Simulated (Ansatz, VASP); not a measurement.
This is a calculation of Cd for VASP 6.6.1. The given cell was strained at random by a few per cent at fixed volume. This isn't the form of Cd at room conditions, which is hcp.

INCAR

```
PREC     = Accurate       # precision mode
ENCUT    = 520            # plane-wave cutoff, eV
EDIFF    = 1E-6           # SCF threshold, eV
ISMEAR   = 1              # smearing method
SIGMA    = 0.1            # smearing width, eV
LREAL    = False          # projectors in reciprocal space
LASPH    = True           # aspherical terms in the spheres
NELM     = 100            # most SCF steps
ALGO     = Fast           # electronic algorithm
ISIF     = 2              # what is computed and relaxed
LWAVE    = False          # write WAVECAR
LCHARG   = False          # write CHGCAR
LNONCOLLINEAR= True           # non-collinear magnetism
MAGMOM   = 0 0 0          # initial moments
LORBIT   = 11             # projections on sites
LSORBIT  = True           # spin-orbit coupling
GGA_COMPAT= False        
IBRION   = 2              # ionic algorithm
NSW      = 40             # ionic steps
EDIFFG   = -0.005         # ionic threshold
```

Contents of KPOINTS:

```
regular mesh
0
Gamma
  7 7 7
```

POSCAR

```
Cd
3.0987
   -0.573290089392      0.576539193855      0.582190918772
    0.583085164747     -0.571715235421      0.587162035692
    0.563983283312      0.562408752057     -0.577366960338
Cd
1
Direct
   -0.0043660000     -0.0059030000      0.0017480000
```

Potentials or basis: VASP PAW LDA potentials, release 64 (Cd).

Command:

```sh
$ cat potpaw_LDA.64/Cd/POTCAR > POTCAR
$ mpirun -np 1 vasp_ncl > vasp.out
```

Task: What does the same run look like in Ansatz 0.2.0? Potentials or basis there: all-electron LAPW, relativistic spinors.

Result: As run (cutoffs and basis follow the program's own potentials, and thresholds, step limits or extra output files can differ):

input.yaml

```yaml
crystal:
  lattice:
    - [-1.776454, 1.786522, 1.804035]
    - [1.806806, -1.771574, 1.819439]
    - [1.747615, 1.742736, -1.789087]
  atoms:
    - { symbol: Cd, position: [-0.004366, -0.005903, 0.001748] }
kpoints:
  mp_grid: { grid: [7, 7, 7] }
scf:
  occupations: { method: methfessel_paxton, width: 0.1 }
hamiltonian:
  xc: lda
  pseudopotentials: { kind: all_electron, lapw: { basis_error: 0.001 } }
magnetization:
  noncollinear: true
  spin_orbit: true
output:
  forces: true
  stress: true
relax:
  f_tol: 0.01
  max_steps: 60
```

Potentials or basis: all-electron LAPW, relativistic spinors.

Run with:

```console
$ ansatz run input.yaml --threads 1 --pin off --max-ram 3072MiB --backend cpu --events-out ev --progress --plain --runs-dir out
```

Both were run:

|  | VASP | Ansatz |
| --- | --- | --- |
| Pressure after relaxing | -5.0 GPa | -5.3 GPa |

Where Ansatz's input types no cutoff or centring, it takes its own default and a Γ-centred mesh.

The two programs' LDA may be different fits to the electron gas.

Pressure is positive in compression.

The k mesh is coarse, so the values aren't converged.
